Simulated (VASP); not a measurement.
# From VASP inputs to Ansatz: ZnS (strained zincblende)

INCAR

```
IBRION = -1
NSW = 0
NBANDS = 16
ENCUT = 520
ISMEAR = -1
EDIFF = 1E-7
ISIF = 2
GGA = PE
LASPH = .TRUE.
LREAL = .FALSE.
SIGMA = 0.02
NELM = 120
LCHARG = .FALSE.
PREC = Accurate
LWAVE = .FALSE.
```

KPOINTS

```
KPOINTS created by Atomic Simulation Environment
0
Gamma
8 8 8
0 0 0
```

KPOINTS_OPT

```
special points
6
Reciprocal
0.0000000000 0.0000000000 0.0000000000 1
-0.5000000000 -0.5000000000 0.0000000000 1
-0.3750000000 -0.3750000000 0.2500000000 1
-0.3750000000 0.0000000000 0.3750000000 1
0.0000000000 0.0000000000 0.5000000000 1
-0.5000000000 -0.2500000000 0.2500000000 1
```

POSCAR

```
Zn S
 1.0000000000000000
     0.0000000000000000    2.6940858314999998    2.6402041149000000
     2.6940858314999998    0.0000000000000000    2.6402041149000000
     2.6940858314999998    2.6940858314999998    0.0000000000000000
 Zn  S
   1   1
Cartesian
  0.0000000000000000  0.0000000000000000  0.0000000000000000
  1.3470429157499999  1.3470429157499999  1.3201020574499998
```

VASP ran with the recommended PBE PAW datasets (18 valence electrons in the cell).

Translate these files to an Ansatz input.



```yaml
crystal:
  lattice:
    - [0.0, 2.6940858315, 2.6402041149]
    - [2.6940858315, 0.0, 2.6402041149]
    - [2.6940858315, 2.6940858315, 0.0]
  atoms:
    - { symbol: Zn, position: [0.0, 0.0, 0.0] }
    - { symbol: S, position: [0.25, 0.25, 0.25] }
kpoints:
  mp_grid: { grid: [8, 8, 8] }
  band_path:
    path:
      - [0.0, 0.0, 0.0]
      - [-0.5, -0.5, 0.0]
      - [-0.375, -0.375, 0.25]
      - [-0.375, 0.0, 0.375]
      - [0.0, 0.0, 0.5]
      - [-0.5, -0.25, 0.25]
    npoints: 1
hamiltonian:
  xc: pbe
scf:
  occupations: { method: fermi_dirac, width: 0.02 }
  n_extra_bands: 4
output:
  forces: true
  stress: true
  eigenvalues: true
```

Other inputs would serve too.

```tsv
	VASP	Ansatz
gap between bands v and c	2.20 eV	2.19 eV
least direct gap	2.20 eV	2.19 eV
pressure	4.1 GPa	4.0 GPa
```

Each program uses its own PAW datasets. VASP's cell holds 18 valence electrons and Ansatz's 18. Ansatz's stress includes a Pulay correction; VASP's doesn't.
